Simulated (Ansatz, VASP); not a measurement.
## One calculation of WC, two programs

```xyz
2
Lattice="0.0000 2.1780 2.1780 2.1780 0.0000 2.1780 2.1780 2.1780 0.0000" Properties=species:S:1:pos:R:3 pbc="T T T"
W     0.0000    0.0000    0.0000
C     2.1780    2.1780    2.1780
```

Change from the starting cell: volume scaled by 0.98.

Alike in both runs: task single point; functional PBEsol; k mesh 10 × 10 × 10; occupations fermi-dirac, width 0.05 eV; no spin polarisation.

|  | VASP | Ansatz |
| --- | --- | --- |
| version | VASP 6.6.1 | Ansatz 0.2.0 |
| potentials or method | VASP PAW PBE potentials, release 64 (W_sv, C) | Ansatz PAW |
| plane-wave cutoff (eV) | 520 | 420 |
| valence electrons in the cell | 18 | 18 |

Ansatz gave:

| Property | Result |
| --- | --- |
| gap on the k mesh at the Fermi level (eV) | none |
| pressure (GPa) | -2.9 |

Problem. What did VASP give for the same quantities?

Solution. gap on the k mesh at the Fermi level (eV): none; pressure (GPa): -1.9.

A gap of «none» marks a metal or a gap that the smearing closes. With one functional, cell and mesh, what is left measures potentials, basis and numerics.

Caveats: the PAW data sets were made with another functional, which shifts forces and pressure a little (VASP); the pressure holds a Pulay correction of +0.3 GPa for the finite cutoff (Ansatz); the PAW data sets come from PBE, with cores solved anew for the run's functional, which leaves a small shift of forces and pressure (Ansatz). The runs have no spin-orbit coupling, so splittings on W are missing.
